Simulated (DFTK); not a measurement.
Runs of DFTK 0.8.2 on BN. It takes space group P6_3/mmc (No. 194, hexagonal). Conventional cell: a = 2.498 Å, b = 2.498 Å, c = 6.636 Å, α = 90.00°, β = 90.00°, γ = 120.00°. Around N (site symmetry -6m2) lie 3 B at 1.44 Å. Around B (site symmetry -6m2) lie 3 N at 1.44 Å. 

| task | level | potentials or basis | k mesh | cutoff (eV) | SCF tolerance on the density | symmetries used | SCF solver | mesh quality | gap on the mesh (eV) | V0 of scaled cells (Å³/atom) | B0 (GPa) |
| --- | --- | --- | --- | --- | --- | --- | --- | --- | --- | --- | --- |
| single point | PBE0 | cp2k.nc.sr.pbe.v0_1.largecore.gth (PBE, GTH) | 2 × 2 × 1 | 1633 | 1e-05 | no | - | coarse | 6.92 | - | - |
| equation of state | PBE | dojo.nc.sr.pbe.v0_4_1.standard.upf (PBE) | 12 × 12 × 4 | 1143 | 1e-06 | - | - | not flagged | - | 9.14 | (b) |
| single point | PBE | dojo.nc.sr.pbe.v0_4_1.standard.upf (PBE) | 12 × 12 × 4 | 1143 | 1e-06 | - | - | not flagged | 4.32 | - | - |
| single point | HSE06 | SG15 1.2 (PBE) | 2 × 2 × 1 | 952 | 1e-05 | no | - | coarse | 6.90 | - | - |
| band structure | r2SCAN | cp2k.nc.sr.pbe.v0_1.largecore.gth (PBE, GTH) | 7 × 7 × 2 | 2122 | 1e-06 | - | - | coarse | (a) | - | - |
| band structure | PBE | cp2k.nc.sr.pbe.v0_1.semicore.gth (PBE, GTH) | 10 × 10 × 3 | 1633 | 1e-06 | - | - | not flagged | 4.27 | - | - |
| equation of state | AM05 | dojo.nc.sr.pbesol.v0_4_1.standard.upf (PBEsol) | 7 × 7 × 2 | 1143 | 1e-06 | - | - | coarse | - | 9.07 | 241 |
| band structure | TASK | cp2k.nc.sr.pbe.v0_1.largecore.gth (PBE, GTH) | 7 × 7 × 2 | 2122 | 1e-06 | - | ScfAndersonSolver | coarse | 6.09 | - | - |

Alike in all rows: no spin polarisation; cell as given; smearing fermi-dirac 0.05 eV.

Task: Fill in the values left out.

Result: (a) 5.14; (b) 236.

Caveats: some runs use coarse meshes; this functional lacks dispersion, which binds the layers, so the pressure and a relaxed spacing across them are unreliable (some runs); the potentials were made for another functional, which shifts forces and pressure (some runs); an odd mesh through Γ misses points on the zone boundary, where band edges often lie (some runs); the cell was scaled at fixed shape and fractional positions, which overstates the stiffness of a crystal with free parameters, most of all of layers and chains (some runs); the mesh misses the band edges, which the band path finds closer together (some runs); the program's treatment of exact exchange at zero wave vector lowers gaps by one to five hundredths of an eV on this mesh and cutoff (some runs); this program's HSE differs a little from the usual definition (some runs).

Not every run made on this cell is shown here.
